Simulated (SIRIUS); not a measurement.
Runs of SIRIUS 7.12.0 on AlNi. It takes space group Pm-3m (No. 221, cubic). The conventional cell has a = 2.881 Å, b = 2.881 Å, c = 2.881 Å, α = 90.00°, β = 90.00°, γ = 90.00°. Ni (site symmetry m-3m) is surrounded by 8 Al at 2.50 Å. Al (site symmetry m-3m) has 8 Ni at 2.50 Å as nearest neighbours. 

| task | level | spin | cutoff (eV) | smearing | muffin tin radii | basis cutoff (gk_cutoff) | smallest sphere radius times basis cutoff | coordinate units | reference energy of the basis | gap on the mesh (eV) | moment (μB) | V0 of scaled cells (Å³/atom) | B0 (GPa) |
| --- | --- | --- | --- | --- | --- | --- | --- | --- | --- | --- | --- | --- | --- |
| equation of state | AM05 | collinear, ferromagnetic start | 195 | fermi-dirac 0.05 eV | Al 2.22, Ni 2.32 bohr | 3.79 1/bohr | 8.41 | - | - | - | - | 11.69 | (a) |
| equation of state | PBE | off | 195 | gaussian 0.02 eV | Al 2.22, Ni 2.32 bohr | 3.79 1/bohr | 8.41 | A | - | - | - | 12.09 | 160 |
| single point | PBE | collinear, ferromagnetic start | 187 | fermi-dirac 0.05 eV | Al 2.27, Ni 2.37 bohr | 3.71 1/bohr | 8.42 | - | 0.31 Ha | none | 0.00 | - | - |
| single point | PBE | non-collinear, ferromagnetic start | 187 | fermi-dirac 0.05 eV | Al 2.27, Ni 2.37 bohr | 3.71 1/bohr | 8.42 | - | 0.31 Ha | none | 0.00 | - | - |
| single point | PBE | off | 187 | fermi-dirac 0.05 eV | Al 2.27, Ni 2.37 bohr | 3.71 1/bohr | 8.42 | - | 0.31 Ha | none | - | - | - |

Alike in all rows: potentials or basis all-electron FP-LAPW, apw+lo standard; cell as given; k mesh 9 × 9 × 9.

Question: Fill in the values left out.

Answer: (a) 174.

A gap of «none» marks a metal or a gap under the smearing width.
